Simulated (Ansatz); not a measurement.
TiB:

```
Ti B
1.0
     6.12000    0.00000    0.00000
     0.00000    3.06000    0.00000
     0.00000    0.00000    4.56000
Ti B
4 4
Direct
  0.67700 0.25000 0.37700
  0.32300 0.75000 0.62300
  0.82300 0.75000 0.87700
  0.17700 0.25000 0.12300
  0.52900 0.25000 0.89700
  0.47100 0.75000 0.10300
  0.97100 0.75000 0.39700
  0.02900 0.25000 0.60300
```

Base run:

- Program: Ansatz 0.2.0
- Functional: LDA
- Potentials or basis: Ansatz PAW
- Cutoff: 420 eV
- Density cutoff: 1680 eV
- k mesh: 5 × 9 × 6
- Occupations: fermi-dirac, width 0.05 eV
- Spin: no spin polarisation

Its results: band gap on the k mesh none (metal or under the smearing width); pressure -11.0 GPa; largest force 0.346 eV/Å.

Problem. The run is repeated on the same cell with these changes: functional from LDA to PBEsol. What comes out?

Solution. Band gap on the k mesh none (metal or under the smearing width); pressure -5.7 GPa; largest force 0.260 eV/Å.

PBEsol binds less tightly than LDA, so the same cell stands under more pressure.

Caveats: the PAW data sets come from PBE, with cores solved anew for the run's functional, which leaves a small shift of forces and pressure.

Not every run made on this cell is shown here.
